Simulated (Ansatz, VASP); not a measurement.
## PbS: VASP beside Ansatz

```
Pb S
1.0
     0.00000    3.00451    3.00451
     3.00451    0.00000    3.00451
     3.00451    3.00451    0.00000
Pb S
1 1
Direct
  0.00000 0.00000 0.00000
  0.50000 0.50000 0.50000
```

Alike in both runs: functional PBE; k mesh 10 × 10 × 10; occupations gaussian, width 0.02 eV; no spin polarisation.

Ansatz relaxed the structure, and its values are those at the end. VASP's run is a single point on that final structure, the one shown.

|  | VASP | Ansatz |
| --- | --- | --- |
| version | VASP 6.6.1 | Ansatz 0.2.0 |
| potentials or method | VASP PAW PBE potentials, release 64 (Pb_d, S) | scalar-relativistic, plane waves, PAW |
| plane-wave cutoff (eV) | 520 | 420 |
| valence electrons in the cell | 20 | 20 |

```tsv
	VASP	Ansatz	Ansatz less VASP
gap on the k mesh at the Fermi level (eV)	0.50	0.49	-0.007
least direct gap on the mesh (eV)	0.50	0.49	-0.007
pressure (GPa)	-0.1	0.0	+0.07
```

Caveats: spin-orbit coupling is left out, which as a rule narrows the gap of such compounds by several tenths of an eV.
